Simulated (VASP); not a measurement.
# MoS2 in VASP: notebook

The runs below take MoS2 through phonons, with LDA, PBE.

Everything below comes from runs of VASP 6.6.1. Logs are shortened: lines on timing, memory, paths and dates and some standing lists are left out, and cuts for length are marked.

## (1) The slab as given

The cell holds a slab with vacuum, 3 atoms: a = 3.160 Å, b = 3.160 Å, c = 20.000 Å, α = 90.00°, β = 90.00°, γ = 120.00°.

## (2) Phonons, LDA

Input file POSCAR:

```
MoS2
1.0
    3.1600000000      0.0000000000      0.0000000000
   -1.5800000000      2.7366402760      0.0000000000
    0.0000000000      0.0000000000     20.0000000000
  Mo              S
     1     2
Direct
     0.3333333332999970    0.6666666667000030    0.5000000000000000
     0.6666666667000030    0.3333333332999970    0.5769871375749409
     0.6666666667000030    0.3333333332999970    0.4230128624250591
```

Input file INCAR.step1:

```
SYSTEM = MoS2
PREC     = Accurate       ! precision mode
ENCUT    = 600            ! plane-wave cutoff, eV
EDIFF    = 1E-8           ! SCF threshold, eV
ISMEAR   = -1             ! smearing method
SIGMA    = 0.05           ! smearing width, eV
LREAL    = .False.        ! projectors in reciprocal space
LASPH    = .True.         ! aspherical terms in the spheres
NELM     = 80             ! most SCF steps
ALGO     = Normal         ! electronic algorithm
ISIF     = 2              ! what is computed and relaxed
LWAVE    = .False.        ! write WAVECAR
LCHARG   = .False.        ! write CHGCAR
IBRION   = 2              ! ionic algorithm
NSW      = 40             ! ionic steps
EDIFFG   = -0.002         ! ionic threshold
KPAR     = 4
```

Input file INCAR.step2:

```
SYSTEM = MoS2
PREC     = Accurate       ! precision mode
ENCUT    = 600            ! plane-wave cutoff, eV
EDIFF    = 1E-8           ! SCF threshold, eV
ISMEAR   = -1             ! smearing method
SIGMA    = 0.05           ! smearing width, eV
LREAL    = .False.        ! projectors in reciprocal space
LASPH    = .True.         ! aspherical terms in the spheres
NELM     = 80             ! most SCF steps
ALGO     = Normal         ! electronic algorithm
ISIF     = 2              ! what is computed and relaxed
LWAVE    = .False.        ! write WAVECAR
LCHARG   = .False.        ! write CHGCAR
IBRION   = 6              ! ionic algorithm
NFREE    = 2            
POTIM    = 0.015          ! step
NSW      = 1              ! ionic steps
KPAR     = 4
```

Input file KPOINTS:

```
regular mesh
0
Gamma
  12 12 1
  0 0 0
```

Potentials or basis: VASP PAW LDA potentials, release 64 (Mo_sv, S).

The run is started by

```
$ cat potpaw_LDA.64/Mo_sv/POTCAR potpaw_LDA.64/S/POTCAR > POTCAR
$ cp INCAR.step1 INCAR
$ mpirun -np 4 vasp_std > vasp.out
$ cp CONTCAR POSCAR
$ cp INCAR.step2 INCAR
$ mpirun -np 4 vasp_std > vasp.out
```

OUTCAR:

```text
SYSTEM = MoS2
   PREC = Accurate
   ENCUT = 600
   EDIFF = 1E-8
   ISMEAR = -1
   LREAL = .False.
   LASPH = .True.
   NELM = 80
   ISIF = 2
   IBRION = 6
   NFREE = 2
   POTIM = 0.015
   NSW = 1

 ion  position               nearest neighbor table
   1  0.333  0.667  0.500-   2 2.39   3 2.39   2 2.39   3 2.39   2 2.39   3 2.39
   2  0.667  0.333  0.577-   1 2.39   1 2.39   1 2.39
   3  0.667  0.333  0.423-   1 2.39   1 2.39   1 2.39

  LATTYP: Found a hexagonal cell.
 ALAT       =     3.1600000000
 C/A-ratio  =     6.3291139241

  Lattice vectors:

 A1 = (   3.1600000000,   0.0000000000,   0.0000000000)
 A2 = (  -1.5800000000,   2.7366402760,   0.0000000000)
 A3 = (   0.0000000000,   0.0000000000,  20.0000000000)

Analysis of symmetry for initial positions (statically):
=====================================================================
 Subroutine PRICEL returns:
 Original cell was already a primitive cell.

 Routine SETGRP: Setting up the symmetry group for a
 hexagonal supercell.

 Subroutine GETGRP returns: Found 12 space group operations
 (whereof 12 operations were pure point group operations)
 out of a pool of 24 trial point group operations.

The static configuration has the point symmetry D_3h.

Analysis of symmetry for dynamics (positions and initial velocities):
=====================================================================
 Subroutine PRICEL returns:
 Original cell was already a primitive cell.

 Routine SETGRP: Setting up the symmetry group for a
 hexagonal supercell.

 Subroutine GETGRP returns: Found 12 space group operations
 (whereof 12 operations were pure point group operations)
 out of a pool of 24 trial point group operations.

The dynamic configuration has the point symmetry D_3h.

 Subroutine INISYM returns: Found 12 space group operations
 (whereof 12 operations are pure point group operations),
 and found     1 'primitive' translations

----------------------------------------------------------------------------------------

                                     Primitive cell

  volume of cell :     172.9557

  direct lattice vectors                    reciprocal lattice vectors
     3.160000000  0.000000000  0.000000000     0.316455696  0.182705781  0.000000000
    -1.580000000  2.736640276  0.000000000     0.000000000  0.365411563  0.000000000
     0.000000000  0.000000000 20.000000000     0.000000000  0.000000000  0.050000000

  length of vectors
     3.160000000  3.160000000 20.000000000     0.365411563  0.365411563  0.050000000

  position of ions in fractional coordinates (direct lattice)
     0.333333333  0.666666667  0.500000000
     0.666666667  0.333333333  0.576987138
     0.666666667  0.333333333  0.423012862

  ion indices of the primitive-cell ions
   primitive index   ion index
                 1           1
                 2           2
                 3           3

----------------------------------------------------------------------------------------

 KPOINTS: regular mesh

Automatic generation of k-mesh.
 Grid dimensions read from file:
 generate k-points for:   12   12    1

 Generating k-lattice:

  Cartesian coordinates                     Fractional coordinates (reciprocal lattice)
     0.026371308  0.015225482  0.000000000     0.083333333  0.000000000  0.000000000
     0.000000000  0.030450964  0.000000000     0.000000000  0.083333333  0.000000000
     0.000000000  0.000000000  0.050000000     0.000000000  0.000000000  1.000000000

  Length of vectors
     0.030450964  0.030450964  0.050000000

  Shift w.r.t. Gamma in fractional coordinates (k-lattice)
     0.000000000  0.000000000  0.000000000

 Subroutine IBZKPT returns following result:
 ===========================================

 Found     19 irreducible k-points:

 Following reciprocal coordinates:
            Coordinates               Weight
  0.000000  0.000000  0.000000      1.000000
  0.083333  0.000000  0.000000      6.000000
  0.166667  0.000000  0.000000      6.000000
  0.250000  0.000000  0.000000      6.000000
  0.333333  0.000000  0.000000      6.000000
  0.416667  0.000000  0.000000      6.000000
[... 11 lines left out ...]
  0.333333  0.250000  0.000000     12.000000
  0.333333  0.333333  0.000000      2.000000
   k-points           NKPTS =     19   k-points in BZ     NKDIM =     19   number of bands    NBANDS=     17
   number of dos      NEDOS =    301   number of ions     NIONS =      3
   total plane-waves  NPLWV = 125440
   dimension x,y,z NGX =    28 NGY =   28 NGZ =  160
   dimension x,y,z NGXF=    56 NGYF=   56 NGZF=  320
   ions per type =               1   2
   NGX,Y,Z   is equivalent  to a cutoff of  14.73, 14.73, 13.30 a.u.
   NGXF,Y,Z  is equivalent  to a cutoff of  29.46, 29.46, 26.60 a.u.
 SYSTEM =  MoS2
   PREC   = accura    normal or accurate (medium, high low for compatibility)
   ISTART =      0    job   : 0-new  1-cont  2-samecut
   ICHARG =      2    charge: 1-file 2-atom 10-const
   ISPIN  =      1    spin polarized calculation?
   LNONCOLLINEAR =      F non collinear calculations
   LSORBIT =      F    spin-orbit coupling
   LASPH  =      T    aspherical Exc in radial PAW
   ENCUT  =  600.0 eV  44.10 Ry    6.64 a.u.   6.31  6.31 39.94*2*pi/ulx,y,z
   NELM   =     80;   NELMIN=  2; NELMDL=  0     # of ELM steps
   EDIFF  = 0.1E-07   stopping-criterion for ELM
   LREAL  =      F    real-space projection
   EDIFFG = 0.1E-06   stopping-criterion for IOM
   NSW    =     73    number of steps for IOM
   IBRION =      6    ionic relax: 0-MD 1-quasi-New 2-CG
   NFREE  =      2    steps in history (QN), initial steepest desc. (CG)
   ISIF   =      2    stress and relaxation
   ISYM   =      2    0-nonsym 1-usesym 2-fastsym
   POTIM  = 0.0150    time-step for ionic-motion
   TEBEG  =    0.0;   TEEND  =   0.0 temperature during run
   PSTRESS=    0.0 pullay stress
   NELECT =      26.0000    total number of electrons
   NUPDOWN=      -1.0000    fix difference up-down
   EMIN   =  10.00;   EMAX   =-10.00  energy-range for DOS
   EFERMI =   0.00;   METHOD = LEGACY
   ISMEAR =    -1;   SIGMA  =   0.05  broadening in eV -4-tet -1-fermi 0-gaus
   EFERMI_NEDOS =   21; number of points for ismear=-14 and -15
   IALGO  =     38    algorithm
   IMIX   =      4    mixing-type and parameters
     AMIX     =   0.40;   BMIX     =  1.00
     AMIX_MAG =   1.60;   BMIX_MAG =  1.00
  volume/ion in A,a.u.               =      57.65       389.05
  Fermi-wavevector in a.u.,A,eV,Ry     =   0.870471  1.644952 10.309405  0.757720
  Thomas-Fermi vector in A             =   1.989441
   LORBIT       =      0    0 simple, 1 ext, 2 COOP (PROOUT), +10 PAW based schemes
   GGA     = CA    functional components
   LHFCALC =     F    Hartree Fock is set to
   AEXX    =    0.0000 exact exchange contribution
   IVDW    =     0    specifies the selected vdW correction
   LEPSILON=     F    determine dielectric tensor
   LRPA    =     F    only Hartree local field effects (RPA)
 finite differences with symmetry
 non-spin polarized calculation
  energy-cutoff  :      600.00
  volume of cell :      172.96
 maximum number of plane-waves:      5815
 NGX is ok and might be reduce to    28
   NGX = 13   NGY = 13   NGZ = 79

--------------------------------------- Ionic step        1  -------------------------------------------

 number of electron      26.0000000 magnetization

 Free energy of the ion-electron system (eV)
  ---------------------------------------------------
  ext. energy  EPLUGINS =         0.00000000
  ---------------------------------------------------
  free energy    TOTEN  =       -24.35357576 eV

  energy without entropy =      -24.35357575  energy(sigma->0) =      -24.35357576

------------------------ aborting loop because EDIFF is reached ----------------------------------------

  FORCE on cell =-STRESS in cart. coord.  units (eV):
  Direction    XX          YY          ZZ          XY          YZ          ZX
  --------------------------------------------------------------------------------------
  -------------------------------------------------------------------------------------
  Total       -1.1540899     -1.1540899     -0.0196899      0.0000000      0.0000000      0.0000000
  in kB      -10.6909289    -10.6909289     -0.1823974      0.0000000      0.0000000      0.0000000
  external PRESSURE =      -7.1880850 kB  Pullay stress =       0.0000000 kB
[... 283 lines left out ...]
--------------------------------------- Ionic step        9  -------------------------------------------

 number of electron      26.0000000 magnetization

 Free energy of the ion-electron system (eV)
  ---------------------------------------------------
  ext. energy  EPLUGINS =         0.00000000
  ---------------------------------------------------
  free energy    TOTEN  =       -24.35157311 eV

  energy without entropy =      -24.35157311  energy(sigma->0) =      -24.35157311

 E-fermi :  -1.3364     XC(G=0):  -3.9041

 val. band max:       -2.1480713257   @ k =   0.0000   0.0000   0.0000
 cond. band min:      -0.5501732879   @ k =   0.3333   0.3333   0.0000
 fundamental gap:      1.5978980377
 Fermi energy:        -1.3363771282

 k-point     1 :       0.0000    0.0000    0.0000
  band No.  band energies     occupation
      1     -62.6583      2.00000
      2     -37.0285      2.00000
      3     -36.7874      2.00000
      4     -36.7874      2.00000
      5     -16.3721      2.00000
      6     -14.9283      2.00000
[... 399 lines left out ...]
  FREE ENERGIE OF THE ION-ELECTRON SYSTEM (eV)
  ---------------------------------------------------
  free  energy   TOTEN  =       -24.3515731149 eV

  energy  without entropy=      -24.3515731075  energy(sigma->0) =      -24.35157311

 INTERNAL STRAIN TENSORS FROM DISPLACED ATOMS
 ============================================

 INTERNAL STRAIN TENSOR FOR ION    1 for displacements in x,y,z  (eV/Angst):
          X           Y           Z          XY          YZ          ZX
  --------------------------------------------------------------------------------
  x     0.00000     0.00000     0.00000    -6.84675     0.00000     0.00000
  y    -6.84675     6.84675     0.00000     0.00000     0.00000     0.00000
  z     0.00000     0.00000     0.00000    -0.00000     0.00000     0.00000

 INTERNAL STRAIN TENSOR FOR ION    3 for displacements in x,y,z  (eV/Angst):
          X           Y           Z          XY          YZ          ZX
  --------------------------------------------------------------------------------
  x     0.00000     0.00000    -0.00000     3.42657     0.00000    14.88517
  y     3.42657    -3.42657     0.00000     0.00000    14.88517     0.00000
  z    10.63143    10.63143    30.40347     0.00000    -0.00000     0.00000

 Eigenvectors and eigenvalues of the dynamical matrix
 ----------------------------------------------------

   1 f  =   14.148544 THz    88.897925 2PiTHz  471.944635 cm-1    58.513651 meV
             X         Y         Z           dx          dy          dz
     -0.000000  1.824427 10.000000    -0.000000   -0.000000   -0.633041
      1.580000  0.912213 11.539743     0.000000    0.000000    0.547385
      1.580000  0.912213  8.460257     0.000000    0.000000    0.547385
[... 43 lines left out ...]
   9 f/i=    0.001380 THz     0.008673 2PiTHz    0.046041 cm-1     0.005708 meV
             X         Y         Z           dx          dy          dz
     -0.000000  1.824427 10.000000    -0.000000    0.000000    0.774119
      1.580000  0.912213 11.539743    -0.000000    0.000000    0.447627
      1.580000  0.912213  8.460257    -0.000000    0.000000    0.447627

 ELASTIC MODULI CONTR FROM IONIC RELAXATION (kBar)
 Direction    XX          YY          ZZ          XY          YZ          ZX
 --------------------------------------------------------------------------------
 XX        -126.6693    -85.4564   -303.3156     -0.0000     -0.0000     -0.0000
 YY         -85.4564   -126.6693   -303.3156     -0.0000     -0.0000     -0.0000
 ZZ        -303.3156   -303.3156   -867.4138     -0.0000     -0.0000     -0.0000
 XY          -0.0000     -0.0000     -0.0000    -20.6064      0.0000      0.0000
 YZ          -0.0000     -0.0000     -0.0000      0.0000   -424.9820     -0.0000
 ZX          -0.0000     -0.0000     -0.0000      0.0000     -0.0000   -424.9820
 --------------------------------------------------------------------------------
```

Wall time 8.2 min (4 MPI ranks of Intel Xeon Platinum 8259CL at 2.50GHz (Skylake/Cascade Lake), shared host); peak memory 0.59 GiB.

Results:

```yaml
Highest_phonon_frequency_at_Γ_LO-TO_splitting_left_out: 472 cm⁻¹
```

Phonon frequencies in cm⁻¹ (negative: imaginary):
| q point | frequencies |
| --- | --- |
| (0.000, 0.000, 0.000) | 0 0 0 286 286 386 386 409 472 |

(Part 1 of 2 ends here.)
